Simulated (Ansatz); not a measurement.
Input and command of a plane-wave DFT calculation in Ansatz:

```yaml
crystal:
  lattice:
    - [3.8679403904, 0.0, 0.0]
    - [-1.9339701952, 3.3497346384, 0.0]
    - [-1.9339701952, 1.1165782128, 0.8523532254]
  atoms:
    - { symbol: Fe, position: [0.0, 0.0, 0.0], spin: 2.44 }
basis:
  ecutwfc: 420
kpoints:
  mp_grid: { grid: [9, 9, 39] }
hamiltonian:
  xc: pbe
scf:
  occupations: { method: gaussian, width: 0.1 }
output:
  forces: true
  stress: true
  eigenvalues: true
  populations: true
  write_density: true
  write_potential: true
  elf: true
  volumetric_format: npy
magnetization:
  spin_polarized: true
relax:
  adjacent_minimum: "off"
  f_tol: 0.01
  max_steps: 50
  cell: { fix: [a, b, gamma], stress_tol: 0.1 }
```

```bash
ansatz run input.yaml --threads 4 --pin off --max-ram 8192MiB --backend cpu --events-out ev --progress --plain --runs-dir out
```

Processor: Arm Neoverse V1, 4 threads, on a host shared with other jobs.

Question: Estimate time, memory and problem size.

Answer: About 38 s on 4 threads of Arm Neoverse V1 (shared host), peak memory 0.58 GiB. It solves 14 bands at 880 k points (the mesh reduced by the symmetry that the task leaves, which can be less than the crystal's) with about 207 plane waves (on the last cell), in 30 SCF iterations over 4 ionic steps.
